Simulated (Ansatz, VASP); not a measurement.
**HfO2: VASP beside Ansatz**

File INCAR:

```
PREC = Accurate
ENCUT = 520
EDIFF = 1E-7
ISMEAR = -1
SIGMA = 0.05
LREAL = False
LASPH = True
NELM = 60
ALGO = Normal
ISIF = 2
LWAVE = False
LCHARG = False
GGA = PE
NBANDS = 18
```

KPOINTS

```
regular mesh
0
Gamma
  11 11 11
```

Contents of POSCAR:

```
HfO2
1.0
    0.0000000000      2.3660332023      2.3660332023
    2.3660332023      0.0000000000      2.3660332023
    2.3660332023      2.3660332023      0.0000000000
Hf O
1 2
Direct
    0.0000000000      0.0000000000      0.0000000000
    0.2500000000      0.2500000000      0.2500000000
    0.7500000000      0.7500000000      0.7500000000
```

Input for Ansatz:

```yaml
crystal:
  lattice:
    - [0.0, 2.3660332023, 2.3660332023]
    - [2.3660332023, 0.0, 2.3660332023]
    - [2.3660332023, 2.3660332023, 0.0]
  atoms:
    - { symbol: Hf, position: [0.0, 0.0, 0.0] }
    - { symbol: O, position: [0.25, 0.25, 0.25] }
    - { symbol: O, position: [0.75, 0.75, 0.75] }
kpoints:
  mp_grid: { grid: [11, 11, 11] }
scf:
  occupations: { method: fermi_dirac, width: 0.05 }
hamiltonian:
  xc: pbe
  pseudopotentials: { kind: all_electron, lapw: { basis_error: 0.001 } }
output:
  forces: true
  stress: true
  eigenvalues: true
  populations: true
```

Change from the starting cell: volume scaled by 0.8, LAPW.

Alike in both runs: task single point; functional PBE; k mesh 11 × 11 × 11; occupations fermi-dirac, width 0.05 eV; no spin polarisation.

```csv
,VASP,Ansatz
version,VASP 6.6.1,Ansatz 0.2.0
potentials or method,"VASP PAW PBE potentials, release 64 (Hf_pv, O)","all-electron LAPW, scalar-relativistic"
plane-wave cutoff (eV),520,see its input
```

```csv
,VASP,Ansatz,Ansatz less VASP
gap on the k mesh at the Fermi level (eV),4.35,4.26,-0.092
pressure (GPa),81.9,87.8,+5.90
```

Ansatz ran all-electron here, so the differences hold the error of VASP's frozen core and of both bases.

Caveats: the cell as given lies far from equilibrium; so large a pressure means that the cell lies far from this level's equilibrium, or that cutoff or potentials fall short (VASP); spin-orbit coupling is left out, which moves the levels of the heavy elements; an odd mesh through Γ misses points on the zone boundary, where band edges often lie.
